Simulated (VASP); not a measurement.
**BAs under changes of volume**

One of the cells (13.899 Å³/atom); the others are scaled copies at fixed shape and fractional positions:

```xyz
2
Lattice="0.0000 2.4043 2.4043 2.4043 0.0000 2.4043 2.4043 2.4043 0.0000" Properties=species:S:1:pos:R:3 pbc="T T T"
As    3.6065    3.6065    3.6065
B     0.0000    0.0000    0.0000
```

```yaml
Program: VASP 6.6.1
Functional: PBE
Potentials_or_basis: VASP PAW PBE potentials, release 64 (As, B)
Cutoff: 520 eV
k_mesh: 10 × 10 × 10
Occupations: fermi-dirac, width 0.05 eV
Spin: no spin polarisation
```

| volume (Å³/atom) | energy over the lowest point (meV/atom) | pressure (GPa) | gap on the mesh (eV) |
| --- | --- | --- | --- |
| 12.809 | ? | ? | ? |
| 13.081 | 25.92 | 9.9 | 1.13 |
| 13.354 | 11.96 | 6.5 | 1.15 |
| 13.899 | 0.00 | 0.7 | 1.20 |
| 14.171 | 1.01 | -1.9 | 1.22 |
| 14.444 | 6.09 | -4.1 | 1.23 |

What does the run at 12.809 Å³/atom give?

Energy over the lowest point 45.96 meV/atom; pressure 13.7 GPa; gap on the mesh 1.11 eV.

Worked out: A Birch-Murnaghan fit of order 3 (a polynomial in V^(-2/3)) to the other rows has its minimum at 13.97 Å³/atom with B0 = V·E''(V) = 132 GPa and B' = 4.0. It gives 45.87 meV/atom at 12.809 Å³/atom, against the run's 45.96, and -dE/dV = 13.6 GPa, against 13.7. A straight line through the other rows of the gap, of slope 1.06 eV per unit of ln V, extrapolates to 1.11 eV, against the run's 1.11.

Energies are extrapolated to zero smearing.

A mesh can miss the band edges. Spin-orbit coupling on As is left out.
